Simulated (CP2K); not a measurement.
Ag:

```
CELL_PARAMETERS angstrom
2.88888 0.00000 0.00000
1.44444 2.50185 0.00000
1.44444 0.83395 2.35876
ATOMIC_POSITIONS crystal
Ag 0.00000 0.00000 0.00000
```

Base run:

* Program: CP2K 2026.2
* Functional: WC
* Potentials or basis: POTENTIAL_UZH Ag GTH-PBE-q11; TZVP-MOLOPT-PBE-GTH basis
* Density cutoff: 9184 eV
* k mesh: 11 × 11 × 11
* Occupations: fermi-dirac, width 0.05 eV
* Spin: no spin polarisation

Its results: band gap on the k mesh none (metal or under the smearing width); pressure -1.3 GPa.

Task: After a change of settings the same cell gave: band gap on the k mesh none (metal or under the smearing width); pressure 5.5 GPa. Which change was it?
A. functional from WC to r2SCAN
B. functional from WC to RPBE
C. functional from WC to PBEsol
D. functional from WC to optB88-vdW

Result: D.

Caveats: the potentials were made for another functional, which shifts forces and pressure; the basis of atomic orbitals isn't converged, which shifts pressures, moduli and gaps.

Runs at the PBE level aren't shown here.
